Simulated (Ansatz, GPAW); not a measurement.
**Ir: 3 runs at one level of theory**

```xyz
1
Lattice="0.0000 1.9156 1.9156 1.9156 0.0000 1.9156 1.9156 1.9156 0.0000" Properties=species:S:1:pos:R:3 pbc="T T T"
Ir    0.0000    0.0000    0.0000
```

Alike in all runs: task band structure; functional revPBE; k mesh 12 × 12 × 12; occupations fermi-dirac, width 0.05 eV; no spin polarisation; no spin-orbit coupling. Pressure is positive in compression and, in plane waves, holds the error of the finite cutoff, which Ansatz's Pulay term estimates and takes out.

```
                                                    program and potentials  plane-wave cutoff (eV)                                                                                                                            notes  pressure (GPa)
                                                        Ansatz, Ansatz PAW                     420  potentials made for PBE, which Ansatz adapts in part; 17 valence electrons an atom on average; Pulay term of +0.10 GPa included           14.21
                            Ansatz, all-electron LAPW, scalar-relativistic                       -                                                                                                                                -           14.12
GPAW, the program's PAW data sets (release 1.2.1) made for this functional                     600                                                                                          15 valence electrons an atom on average           13.37
```

The pressure spans 13.37 (GPAW, the program's PAW data sets (release 1.2.1) made for this functional) to 14.21 GPa (Ansatz, Ansatz PAW), with all-electron results at 14.12. Some sets were made for another functional than the one run, which can shift their rows. The cell lies far from this level's equilibrium.

The functional is the same throughout but for its coding, so the spread measures potentials, basis and numerics; runs on potential files found faulty are left out.

All runs place iridium under substantial compression at this cell, and their disagreement is small beside the pressure itself. The cell is close to the experimental lattice constant, so the positive sign mainly reflects the functional: revPBE strengthens the gradient enhancement of exchange, which favours inhomogeneous densities, weakens cohesion and pushes the preferred volume of a late 5d metal above the measured one. Iridium turns that modest mismatch into a large pressure because its d band is filled largely through bonding states, making the lattice exceptionally stiff.

The Ansatz PAW result lies close to the all-electron value, while GPAW falls lower even though its data sets were made for this functional. Consistency of the potential with the functional therefore does not by itself secure the closest agreement here; the smaller valence space, which probably leaves the 5s shell in the frozen core, may contribute to the offset. A single volume fixes neither the equilibrium lattice constant nor the bulk modulus, so the pressure differences cannot be converted into errors in either.
